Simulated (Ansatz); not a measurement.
# BaS: the cost of one run

Computed with Ansatz 0.2.0 (DFT PBEsol, scalar-relativistic, plane waves, PAW, unless a step's input says otherwise).

1 further run of the same task is left out (set aside as unsound or not needed).

**1. The system as given**

It takes space group Fm-3m (No. 225, cubic). The conventional cell has a = 6.333 Å, b = 6.333 Å, c = 6.333 Å, α = 90.00°, β = 90.00°, γ = 90.00°. Ba (site symmetry m-3m) has 6 S at 3.17 Å as nearest neighbours. Around S (site symmetry m-3m) lie 6 Ba at 3.17 Å.

Coordinates:

```cif
data_structure
_symmetry_space_group_name_H-M 'P 1'
_symmetry_Int_Tables_number 1
_cell_length_a 4.4778
_cell_length_b 4.4778
_cell_length_c 4.4778
_cell_angle_alpha 60.000
_cell_angle_beta 60.000
_cell_angle_gamma 60.000
_cell_volume 63.49
loop_
_atom_site_label
_atom_site_type_symbol
_atom_site_fract_x
_atom_site_fract_y
_atom_site_fract_z
_atom_site_occupancy
Ba1 Ba 0.00000 0.00000 0.00000 1
S1 S 0.50000 0.50000 0.50000 1
```

It is the result of an earlier relaxation at this level (volume 31.74 Å³/atom; gap on the mesh: 2.04 eV).

**2. Relaxing to 0.001 eV/Å**

Response runs need a geometry at rest under their own mesh and occupations; hence this stricter relaxation.

Contents of input.yaml:

```yaml
crystal:
  lattice:
    - [0.0, 3.1663007737, 3.1663007737]
    - [3.1663007737, 0.0, 3.1663007737]
    - [3.1663007737, 3.1663007737, 0.0]
  atoms:
    - { symbol: Ba, position: [0.0, 0.0, 0.0] }
    - { symbol: S, position: [0.5, 0.5, 0.5] }
basis:
  ecutwfc: 420
kpoints:
  mp_grid: { grid: [8, 8, 8] }
hamiltonian:
  xc: pbesol
scf:
  occupations: { method: fixed }
output:
  forces: true
  stress: true
  eigenvalues: true
relax:
  adjacent_minimum: "off"
  f_tol: 0.001
  max_steps: 60
  cell: { stress_tol: 0.01 }
```

Run with:

```sh
$ ansatz run input.yaml --threads 1 --pin off --max-ram 2560MiB --backend cpu --events-out ev --progress --plain --runs-dir out
```

**Question.** How long does this run take on 1 thread of an Arm CPU, shared host, and how much memory does it need?

About 6.2 s, with a peak of 0.29 GiB.
